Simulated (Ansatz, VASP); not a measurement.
**Two plane-wave programs on Al**

```xyz
2
Lattice="2.0980 2.0980 0.0000 -2.0980 2.0980 0.0000 0.0000 0.0000 3.8440" Properties=species:S:1:pos:R:3 pbc="T T T"
Al    0.0000    0.0000    0.0000
Al    0.0000    2.0980    1.9220
```

Change from the starting cell: biaxial strain in the a-b plane, c and atoms relaxed: +4.5 %.

Alike in both runs: functional PBEsol; k mesh 18 × 18 × 14; occupations gaussian, width 0.1 eV; no spin polarisation.

Ansatz relaxed the structure, and its values are those at the end. VASP's run is a single point on that final structure, the one shown.

```csv
,VASP,Ansatz
version,VASP 6.6.1,Ansatz 0.2.0
potentials or method,"VASP PAW PBE potentials, release 64 (Al)","scalar-relativistic, plane waves, PAW"
plane-wave cutoff (eV),520,420
valence electrons in the cell,6,6
```

VASP gave:

```
gap on the k mesh at the Fermi level (eV) : none
pressure (GPa)                            : -2.8
```

Estimate Ansatz's values.

gap on the k mesh at the Fermi level (eV): none; pressure (GPa): -2.9.

A gap of «none» marks a metal or a gap that the smearing closes. With one functional, cell and mesh, what is left measures potentials, basis and numerics.

Caveats: the PAW data sets were made with another functional, which shifts forces and pressure a little (VASP).
